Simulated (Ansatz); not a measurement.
## GaP: zone-centre modes under pressure

GaP, F-43m, a = 5.506 Å. Ansatz: PBE, PAW, 420 eV, Γ-centred 8×8×8 mesh on 2 atoms, fixed occupations; no spin polarisation. Cell and atoms are relaxed at each pressure with the symmetry kept; optical modes at Γ by linear response, in cm⁻¹, the highest, without the LO field. The real crystal is known to change phase within this range, so the rows at high pressure are metastable.

| P (GPa) | V (Å³/atom) | ω1 |
| --- | --- | --- |
| 0 | 20.866 | 344.7 |
| 7 | 19.328 | 378.1 |
| 18 | 17.728 | 419.0 |
| 35 | 16.117 | ? |

Problem. Get the mode's Grüneisen parameter γ = −d ln ω/d ln V from the other rows and predict the missing frequency.

Solution. ln(V/V0) = 0.0000, -0.0766, -0.1630, -0.2582; a line through ln(ω/ω0) of the 3 known rows gives ω1: γ = 1.197 (intercept 0.0003), predicted 469.7, computed 468.3. The miss is 0.3 %, or 1 % of the shift under pressure, so a constant γ serves at that level.

The mesh isn't the same in all rows (8×8×8, 10×10×10).